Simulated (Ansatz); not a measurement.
**5-layer 1T-SnSSe (AA) in a perpendicular field**

Aim: how the 5-layer 1T-SnSSe (AA) screens a field along its normal, and what the field does to its bands. A positive field points along +c.

Program: Ansatz 0.2.0. Level of theory: plane-wave DFT, PBE-D3(BJ), Ansatz PAW. Results are calculated unless marked as measured.

## 1. Starting point

The cell holds 15 atoms: 5 Se, 5 Sn and 5 S. Cell: a = 3.785 Å, b = 3.785 Å, c = 75.839 Å, α = 90.0°, β = 90.0°, γ = 120.0°. Regions: layer 1: 1T-SnSSe, 3 atoms (1 Se, 1 Sn and 1 S); layer 2: 1T-SnSSe, 3 atoms (1 Se, 1 Sn and 1 S); layer 3: 1T-SnSSe, 3 atoms (1 Se, 1 Sn and 1 S); layer 4: 1T-SnSSe, 3 atoms (1 Se, 1 Sn and 1 S); layer 5: 1T-SnSSe, 3 atoms (1 Se, 1 Sn and 1 S). Vacuum lies along c.

## 2. Relaxation

The starting cell is a guess, so the in-plane lattice and the atoms are relaxed first, with the slab cut off from its images along the normal.

File input.yaml:

```yaml
crystal:
  lattice:
    - [3.785, 0.0, 0.0]
    - [-1.8925, 3.2779061533, 0.0]
    - [0.0, 0.0, 75.8393550995]
  atoms:
    - { symbol: Se, position: [0.6666666667, 0.3333333333, 0.3520599557] }
    - { symbol: Sn, position: [0.0, 0.0, 0.3672689963] }
    - { symbol: S, position: [0.3333333333, 0.6666666667, 0.3790627041] }
    - { symbol: Se, position: [0.6666666667, 0.3333333333, 0.4192792908] }
    - { symbol: Sn, position: [0.0, 0.0, 0.4344883314] }
    - { symbol: S, position: [0.3333333333, 0.6666666667, 0.4462820391] }
    - { symbol: Se, position: [0.6666666667, 0.3333333333, 0.4864986258] }
    - { symbol: Sn, position: [0.0, 0.0, 0.5017076664] }
    - { symbol: S, position: [0.3333333333, 0.6666666667, 0.5135013742] }
    - { symbol: Se, position: [0.6666666667, 0.3333333333, 0.5537179609] }
    - { symbol: Sn, position: [0.0, 0.0, 0.5689270014] }
    - { symbol: S, position: [0.3333333333, 0.6666666667, 0.5807207092] }
    - { symbol: Se, position: [0.6666666667, 0.3333333333, 0.6209372959] }
    - { symbol: Sn, position: [0.0, 0.0, 0.6361463365] }
    - { symbol: S, position: [0.3333333333, 0.6666666667, 0.6479400443] }
  periodic: [true, true, false]
kpoints:
  mp_grid: { grid: [12, 12, 1] }
hamiltonian:
  xc: pbe
  dispersion: d3bj
scf:
  occupations: { method: fermi_dirac, width: 0.05 }
  convergence: { dr2_threshold: 1.0e-09 }
relax:
  f_tol: 0.004
  max_steps: 90
  cell: {}
output:
  write_potential: true
  write_density: true
  volumetric_format: npy
```

On the command line:

```sh
$ ansatz run input.yaml --threads 8 --pin off --max-ram 16384MiB --backend cpu --events-out ev --progress --plain --runs-dir out
```

Numbers of over 12 decimals in the logs are rounded to 6 here.

The log of the run:

```text
Warning: relax.cell: scf.convergence.dr2_threshold = 1e-9 eV is looser than the 1.42543308689e-10 eV advised for a relaxation that steers and ends on the stress (1e-10 eV for each atom of the cell: 15, times the square of relax.cell.stress_2d_tol = 0.05 N/m over 32.4 Å (the atoms' height at the walk's start and 5 Å past either face), 1.541e-2 GPa, over a crystal's default 0.05). What an SCF threshold leaves in a stress goes as its square root, and in the free energy as the threshold itself, and one threshold admits the most on a small cell: [figures from the program's tests cut] Set scf.convergence.dr2_threshold to 1.42543308689e-10 eV or tighter. [rest of the remark cut]
Engine: ansatz 0.2.0, x86_64-unknown-linux-gnu
Pseudopotentials: kind: paw
Pseudopotential: Se, paw, valence charge 16, recommended cutoff 420 eV (normal), Se.paw.azcp
Pseudopotential: Sn, paw, valence charge 14, recommended cutoff 420 eV (normal), Sn.paw.azcp
Pseudopotential: S, paw, valence charge 6, recommended cutoff 420 eV (normal), S.paw.azcp
Functional definition: PBE
  parameter kappa = 0.804
  parameter beta = 0.066725
  exchange = pbe_x(kappa = kappa, mu = beta*pi^2/3)
  correlation = pbe_c(beta = beta)
Crystal: 15 atoms, lattice volume = 940.929 Å³
Basis set: ecut = 420 eV, 18433 PW (Γ), exchange–correlation on 54×54×1024 points (8 copies of the dense FFT grid, shifted against one another)
Bands: 108, of which v1, the nominal top of the filled ones, is band 90 counted from 1 (89 counted from 0)
Symmetry: 6 space group operations
Space group: P3m1 (ITA 156), of the structure as read, at distance tolerance 9.8e-5 Å
k-points: 19 of 144 (time reversal used)
Non-local potential: Se, projectors of the file, l = 0: 2, l = 1: 2, l = 2: 3, l = 3: 1
Non-local potential: Sn, projectors of the file, l = 0: 2, l = 1: 2, l = 2: 2, l = 3: 2
Non-local potential: S, projectors of the file, l = 0: 2, l = 1: 2, l = 2: 2
PAW form: soft (Blöchl's): semilocal exchange-correlation on the pseudo side does not see the compensation charge
PAW one-centre angular grid: Se, 590 points (default); XC on 64 Gauss nodes
PAW one-centre angular grid: Sn, 590 points (default); XC on 64 Gauss nodes
PAW one-centre angular grid: S, 110 points (default); XC on 64 Gauss nodes
Initial density: superposition of atomic densities (neutral atoms: chi_scale 0, normalization atom), corrected by the library's trained network
Initial wavefunctions: pseudopotential atomic-orbital guess
Functional: x = pbe(κ = 0.804, μ = 0.219515), c = pbe(β = 0.066725)
SCF iter   1: F=—  HF=-61973.612761 eV  |F-HF|=—  |Δ(HF+E_count)|=         —  Δρ=2.69e-3  dr2=1.23e-1  ethr=1.77e-3  ⟨swp⟩=12.7  Hψ=12591  notcnv=0  defer=80
preconditioner: auto → Resta (q_TF=auto, 2.071 Å⁻¹)  ε∞=1.7  [insulator: Δε(μ)=0.640 eV  Ē_g=16.545 eV  σ=0.050 eV  W_gap=1.00  n_scr=162 (ndim 8)  ℏωp=13.8 eV  f_vac=0.659  D(μ)=0.00/eV (n_scr^D=0)  ε∞_Penn≈1.7  vacuum switching on, ρ_ref=2.0e-2 e/Å³]
SCF iter   2: F=—  HF=-61973.576904 eV  |F-HF|=—  |Δ(HF+E_count)|=   3.59e-2  Δρ=1.01e-3  dr2=3.47e-2  ethr=6.85e-5  ⟨swp⟩=3.3  Hψ=4533  notcnv=0  defer=192
SCF iter   3: F=—  HF=-61973.576117 eV  |F-HF|=—  |Δ(HF+E_count)|=   7.87e-4  Δρ=5.99e-4  dr2=2.88e-2  ethr=1.93e-5  ⟨swp⟩=3.1  Hψ=3702  notcnv=0  defer=192
SCF iter   4: F=—  HF=-61973.573070 eV  |F-HF|=—  |Δ(HF+E_count)|=   3.05e-3  Δρ=2.96e-4  dr2=9.83e-4  ethr=1.60e-5  ⟨swp⟩=2.4  Hψ=2815  notcnv=0  defer=192
SCF iter   5: F=—  HF=-61973.573613 eV  |F-HF|=—  |Δ(HF+E_count)|=   5.43e-4  Δρ=1.46e-4  dr2=1.28e-3  ethr=5.46e-7  ⟨swp⟩=3.5  Hψ=4488  notcnv=0  defer=192
SCF iter   6: F=—  HF=-61973.573520 eV  |F-HF|=—  |Δ(HF+E_count)|=   9.29e-5  Δρ=5.04e-5  dr2=2.83e-5  ethr=5.46e-7  ⟨swp⟩=2.9  Hψ=2519  notcnv=0  defer=192
SCF iter   7: F=—  HF=-61973.573392 eV  |F-HF|=—  |Δ(HF+E_count)|=   1.27e-4  Δρ=2.05e-5  dr2=1.33e-5  ethr=1.57e-8  ⟨swp⟩=3.5  Hψ=4236  notcnv=0  defer=192
SCF iter   8: F=—  HF=-61973.573638 eV  |F-HF|=—  |Δ(HF+E_count)|=   2.45e-4  Δρ=1.11e-5  dr2=6.73e-6  ethr=7.39e-9  ⟨swp⟩=3.0  Hψ=3479  notcnv=0  defer=192
SCF iter   9: F=—  HF=-61973.573637 eV  |F-HF|=—  |Δ(HF+E_count)|=   6.78e-7  Δρ=4.38e-6  dr2=1.82e-7  ethr=3.74e-9  ⟨swp⟩=2.9  Hψ=3378  notcnv=0  defer=192
SCF iter  10: F=—  HF=-61973.573637 eV  |F-HF|=—  |Δ(HF+E_count)|=   1.56e-7  Δρ=1.86e-6  dr2=8.54e-8  ethr=1.01e-10  ⟨swp⟩=3.6  Hψ=4048  notcnv=0  defer=192
SCF iter  11: F=—  HF=-61973.573638 eV  |F-HF|=—  |Δ(HF+E_count)|=   3.46e-8  Δρ=9.16e-7  dr2=3.19e-8  ethr=4.75e-11  ⟨swp⟩=3.3  Hψ=3413  notcnv=0  defer=192
SCF iter  12: F=—  HF=-61973.573638 eV  |F-HF|=—  |Δ(HF+E_count)|=   7.98e-9  Δρ=3.95e-7  dr2=2.24e-9  ethr=1.77e-11  ⟨swp⟩=2.8  Hψ=2735  notcnv=0  defer=192
SCF iter  13: F=—  HF=-61973.573638 eV  |F-HF|=—  |Δ(HF+E_count)|=   5.07e-9  Δρ=1.79e-7  dr2=2.19e-9  ethr=1.00e-12  ⟨swp⟩=12.6  Hψ=15462  notcnv=0
SCF iter  14: F=-61973.573638 eV  HF=-61973.573638 eV  |F-HF|=9.39e-10  |Δ(HF+E_count)|=   1.14e-9  Δρ=6.05e-8  dr2=4.44e-11  ethr=1.00e-12  ⟨swp⟩=8.9  Hψ=13438  notcnv=0
SCF 1 converged in 14 iterations: F = -61973.573638 eV  dr2 = 4.44e-11
  greatest PAW one-centre occupation: 1.000 electrons in one spin orbital (limit 2), on the Se atom at site 3 (counted from 0), in its partial waves of l = 2
relax step   1: F+E_penalty+E_count = -61973.57363752 eV  Δ(F+E_penalty+E_count) = +0.000e0 eV  max|allowed force component| = 5.151e0 eV/Å  Δτ_max = 0.0000 Å  P = +90.954 N/m  Ω = 940.929 Å³  fix = [c, alpha, beta]  reactions: c +0.000 N/m  (14 SCF iters, accepted)
Crystal: 15 atoms, lattice volume = 984.643 Å³
Basis set: ecut = 420 eV, 19429 PW (Γ), exchange–correlation on 54×54×1024 points (8 copies of the dense FFT grid, shifted against one another)
Initial density: handed on by an earlier stage of this run
Initial wavefunctions: those handed on with the density
iter 1 solved again at ethr=3.38e-4 eV; its pass at ethr=3.10e-3 eV (dr2=6.08e-1 eV) is discarded
SCF iter   1: F=—  HF=-61982.688584 eV  |F-HF|=—  |Δ(HF+E_count)|=         —  Δρ=6.77e-3  dr2=6.02e-1  ethr=3.38e-4  ⟨swp⟩=7.6  Hψ=12237  notcnv=0  defer=19
preconditioner: auto → LDOS  [insulator: Δε(μ)=0.346 eV  Ē_g=15.955 eV  σ=0.050 eV  W_gap=0.93  n_scr=174 (ndim 8)  ℏωp=13.5 eV  f_vac=0.656  D(μ)=0.09/eV (n_scr^D=2)  ε∞_Penn≈1.7  β→1.0]
SCF iter   2: F=—  HF=-61982.841434 eV  |F-HF|=—  |Δ(HF+E_count)|=   1.53e-1  Δρ=5.50e-3  dr2=1.13e0  ethr=3.35e-4  ⟨swp⟩=6.1  Hψ=5796  notcnv=0  defer=87
[...]
relax step  19: F+E_penalty+E_count = -61986.58164059 eV  Δ(F+E_penalty+E_count) = -5.409e-5 eV  max|allowed force component| = 2.550e-4 eV/Å  Δτ_max = 0.0025 Å  P = -0.002 N/m  Ω = 925.236 Å³  energy of the carried Pulay correction = +2.745e-3 eV  fix = [c, alpha, beta]  reactions: c -0.000 N/m  (11 SCF iters, accepted)
relax step  20: F+E_penalty+E_count = -61986.58019363 eV  Δ(F+E_penalty+E_count) = +1.447e-3 eV  max|allowed force component| = 3.147e-4 eV/Å  Δτ_max = 0.0000 Å  P = -0.106 N/m  Ω = 925.236 Å³  fix = [c, alpha, beta]  reactions: c -0.000 N/m  stress off target by 1.06e-1 N/m on what of the cell is left free  SCF on the basis re-selected at this cell (its energy is not comparable with the rows above)  (6 SCF iters)
relax step  21: F+E_penalty+E_count = -61986.58024946 eV  Δ(F+E_penalty+E_count) = -5.583e-5 eV  max|allowed force component| = 3.673e-3 eV/Å  Δτ_max = 0.0038 Å  P = -0.042 N/m  Ω = 924.850 Å³  energy of the carried Pulay correction = +3.615e-5 eV  fix = [c, alpha, beta]  reactions: c -0.000 N/m  (11 SCF iters, accepted)
iter 1 solved again at ethr=3.85e-7 eV; its pass at ethr=3.10e-3 eV (dr2=6.94e-4 eV) is discarded
SCF iter   1: F=—  HF=-61986.580198 eV  |F-HF|=—  |Δ(HF+E_count)|=         —  Δρ=1.25e-6  dr2=1.60e-8  ethr=3.85e-7  ⟨swp⟩=6.2  Hψ=19595  notcnv=0  defer=1
eigensolver tolerance schedule: the retry pair's looser diagonalisation over-reported the residual by 43225.41 of it (diagonalisation noise at an unbounded share of the residual, at the tolerance the schedule requests for it); recorded, not acted on — ethr = c·dr2/N_el stays at c = 1.0e-1
preconditioner: auto → LDOS  [insulator: Δε(μ)=0.346 eV  Ē_g=15.547 eV  σ=0.050 eV  W_gap=0.93  n_scr=164 (ndim 8)  ℏωp=13.9 eV  f_vac=0.605  D(μ)=0.11/eV (n_scr^D=2)  ε∞_Penn≈1.8  β→1.0]
SCF iter   2: F=—  HF=-61986.580215 eV  |F-HF|=—  |Δ(HF+E_count)|=   1.73e-5  Δρ=1.91e-6  dr2=7.54e-8  ethr=8.91e-12  ⟨swp⟩=7.3  Hψ=9536  notcnv=0  defer=1
SCF iter   3: F=—  HF=-61986.580215 eV  |F-HF|=—  |Δ(HF+E_count)|=   1.54e-8  Δρ=8.38e-7  dr2=4.14e-9  ethr=8.91e-12  ⟨swp⟩=2.4  Hψ=3814  notcnv=0  defer=1
SCF iter   4: F=—  HF=-61986.580215 eV  |F-HF|=—  |Δ(HF+E_count)|=  4.95e-10  Δρ=5.81e-7  dr2=3.24e-9  ethr=2.30e-12  ⟨swp⟩=2.9  Hψ=3198  notcnv=0  defer=1
SCF iter   5: F=-61986.580215 eV  HF=-61986.580215 eV  |F-HF|=1.76e-9  |Δ(HF+E_count)|=   1.40e-9  Δρ=3.26e-7  dr2=8.58e-10  ethr=1.00e-12  ⟨swp⟩=16.3  Hψ=17319  notcnv=0
SCF 22 converged in 5 iterations: F = -61986.580215 eV  dr2 = 8.58e-10
relax step  22: F+E_penalty+E_count = -61986.58021543 eV  Δ(F+E_penalty+E_count) = +3.403e-5 eV  max|allowed force component| = 3.672e-3 eV/Å  Δτ_max = 0.0000 Å  P = -0.042 N/m  Ω = 924.850 Å³  fix = [c, alpha, beta]  reactions: c -0.000 N/m  stress off target by 4.22e-2 N/m on what of the cell is left free  SCF on the basis re-selected at this cell (its energy is not comparable with the rows above)  (5 SCF iters)
basis re-selected at this cell: Δ(F+E_penalty+E_count) = +3.403e-5 eV, ΔP = +0.000 N/m vs the last step (what re-selecting the basis moved, of the pressure what is left beyond the Pulay correction that the steps carried, after the strain that the cell walked since its last selection, with what the two solves' SCF thresholds leave and, on support functions, any second-order correction that the steps lacked; it is no m [...]
WARN: The output density's exchange-correlation potential varies sharply where the density is thin. Do not read a vacuum level from v_tot or v_xc, or from such a field of the output density. On a cell that repeats whose density bears no net charge and no dipole along the vacuum's axis use v_es (v_loc + v_h of the components); under efield.dipole_correction with no amplitude use v_es + v_field, which holds any externa [...]
SCF converged after 5 iterations
Free energy (F): -61986.580215 eV
Harris-Foulkes:  -61986.580215 eV  (|F-HF|=1.76e-9)
Internal energy: -61986.578768 eV  (E = F + TS)
E sigma→0 (E₀):  -61986.579492 eV
Entropy (-TS):   -0.001447 eV (-0.096 meV/atom)
Fermi energy:    -5.684352 eV
--- Per-component energies (eV) ---
  E_band       = -4905.679843
  E_kinetic    = 2061.508244
  E_local      = -2232174.590404  (includes V_loc(G=0)·N_el)
  E_nonlocal   = -2989.069359
  E_hartree    = 1115171.832336
  E_xc         = -2910.770600
  E_vxc        = -1399.349528  (∫ρ·V_xc dr)
  E_paw        = -33266.321318  (= ΣΔE_a)
  E_vpaw       = -747.840625  (= ΣTr[D̂ρ^β])
  E_aug_tail   = -0.003024  (compensation charges beyond the density's cutoff)
  E_ewald      = 1092125.702854
  E_disp       = -4.867498  (pairwise vdW)
  E_smearing   = -0.001447  (= −TS)
  E_closure    = -0.000000  (closes the sum)
  Σ components = -61986.580215   (vs F -61986.580215, Δ=0.00e0)
--- Forces (eV/Å), atoms counted from 1 ---
  atom   1  Se     0.00000000    -0.00000000     0.00107714
  atom   2  Sn    -0.00000000     0.00000000    -0.00037008
  atom   3  S      0.00000000     0.00000000    -0.00081184
  atom   4  Se     0.00000000    -0.00000000     0.00211839
  atom   5  Sn     0.00000000    -0.00000000    -0.00042650
  atom   6  S      0.00000000     0.00000000    -0.00138473
  atom   7  Se     0.00000000    -0.00000000     0.00367201
  atom   8  Sn    -0.00000000    -0.00000000    -0.00164021
  atom   9  S      0.00000000     0.00000000    -0.00241945
  atom  10  Se     0.00000000    -0.00000000     0.00255352
  atom  11  Sn     0.00000000    -0.00000000    -0.00061991
  atom  12  S      0.00000000     0.00000000    -0.00165167
  atom  13  Se     0.00000000    -0.00000000     0.00112766
  atom  14  Sn     0.00000000    -0.00000000    -0.00018213
  atom  15  S      0.00000000     0.00000000    -0.00103734
  max |Σ_I F_I| component: 4.85e-6 eV/Å
--- 2D stress c σ (N/m, compression-positive) ---
       -0.042228       0.000000      -0.000000
        0.000000      -0.042228       0.000000
       -0.000000       0.000000      -0.000000
  P = ½ c Tr σ = -0.0422 N/m
--- Band table (eV; the first three rows and the last of 19) ---
  k-point 0: bands = [... 86 lower, -6.0694, -6.0694, -5.8833, -5.8833, -4.9898, -4.5493, -4.1858, -3.8607, ... 14 higher]
  k-point 1: bands = [... 86 lower, -6.2455, -6.1171, -6.0808, -5.8867, -4.5303, -4.1906, -3.9562, -3.7430, ... 14 higher]
  k-point 2: bands = [... 86 lower, -6.3114, -6.1568, -6.1430, -5.9327, -4.2641, -4.0499, -3.8723, -3.6896, ... 14 higher]
  k-point 18: bands = [... 86 lower, -6.8968, -6.7683, -6.5384, -6.4200, -4.8823, -4.5516, -4.2408, -3.9240, ... 14 higher]
  the weakly bound empty levels are not read free of the cell's end (no_gap_told)
--- Relaxed structure (20 steps of the walk, 17 accepted, 2 SCFs on fresh bases) ---
  F+E_penalty+E_count = -61986.58021543 eV   max|allowed force component| = 3.672e-3 eV/Å   (the final SCF, on the basis selected at the relaxed cell)
  cell:  # Å, volume = 924.8497 Å³
    - [3.752520, 0, 0]
    - [-1.876260, 3.249777, 0]
    - [0, 0, 75.8393550995]
  atoms:
    - { symbol: Se, position: [0.666667, 0.333333, 0.323988] }
    - { symbol: Sn, position: [-1.6283067103469e-17, 0, 0.345310] }
    - { symbol: S, position: [0.333333, 0.666667, 0.364573] }
    - { symbol: Se, position: [0.666667, 0.333333, 0.401974] }
    - { symbol: Sn, position: [-8.333616524411461e-18, 0, 0.423250] }
    - { symbol: S, position: [0.333333, 0.666667, 0.442505] }
    - { symbol: Se, position: [0.666667, 0.333333, 0.479975] }
    - { symbol: Sn, position: [-3.3883700667646257e-19, 0, 0.501251] }
    - { symbol: S, position: [0.333333, 0.666667, 0.520507] }
    - { symbol: Se, position: [0.666667, 0.333333, 0.557961] }
    - { symbol: Sn, position: [7.644244151160588e-18, 0, 0.579236] }
    - { symbol: S, position: [0.333333, 0.666667, 0.598493] }
    - { symbol: Se, position: [0.666667, 0.333333, 0.635879] }
    - { symbol: Sn, position: [1.5603393817450562e-17, 0, 0.657189] }
    - { symbol: S, position: [0.333333, 0.666667, 0.676448] }
```

Elapsed: 4.9 min, on 8 threads of AMD EPYC 9B45 (Zen 5), shared host; peak memory 4.4 GiB.

Step by step:

```csv
step,energy less that of the first step (eV),largest force component (eV/Å),volume (Å³)
1,0.0000,5.1511,940.93
2,-8.9621,2.8790,984.64
3,-11.9211,1.2314,974.97
4,-12.4162,0.1954,963.10
5,-12.5660,0.1203,960.67
6,-12.6846,0.1125,957.14
7,-12.7848,0.1085,950.06
8,-12.8672,0.0721,942.55
9,-12.9295,0.0451,935.89
10,-12.9717,0.0710,933.56
11,-12.9588,0.3081,921.19
12,-12.9869,0.0334,931.00
13,-12.9974,0.0134,928.74
14,-13.0065,0.0075,925.99
15,-13.0078,0.0101,925.01
16,-13.0077,0.0092,924.85
17,-13.0079,0.0060,925.45
18,-13.0080,0.0130,925.02
19,-13.0080,0.0003,925.24
20*,-13.0066,0.0003,925.24
21,-13.0066,0.0037,924.85
22*,-13.0066,0.0037,924.85
```

Relaxation steps marked * repeat the geometry before them on a plane-wave basis chosen anew for their cell, so energy and pressure can jump there. Relaxation steps 11, 16, 18 were tried and not accepted.

Forces are held to the 6 operations that the run works with; a distortion that breaks them can't arise in this run.

```csv
cell as run,before,after,change
a (Å),3.785,3.753,-0.9 %
b (Å),3.785,3.753,-0.9 %
```

The atoms that moved most (Å, along periodic axes as changes of fractional coordinates times the final cell, across vacuum about the mean position):

```csv
atom,dx,dy,dz,length
S15,0.000,0.000,2.162,2.162
Se1,0.000,0.000,-2.129,2.129
Sn2,0.000,0.000,-1.665,1.665
Sn14,0.000,0.000,1.596,1.596
S12,0.000,0.000,1.348,1.348
Se4,0.000,0.000,-1.312,1.312
Se13,0.000,0.000,1.133,1.133
S3,0.000,0.000,-1.099,1.099
```

Numbers from this step:

* energy at zero smearing: -61986.5795 eV

The lattice constant a goes from 3.785 to 3.753 Å.

(Continued in part 2 of 2.)

[Logs are printed without paths, hosts, clocks, repeated set-up lines and the standing remarks that a program may print on its own settings, such as how far it seeks lower states.]

[Hosts, paths, dates, database ids (printed as entryN), source tags and the programs' standing remarks are cut or masked in the printed files.]

[Maps of the electrostatic potential energy from Ansatz leave out the sawtooth potential of an applied field or a dipole correction, so their vacuum need not be flat; planar profiles and work functions include it.]
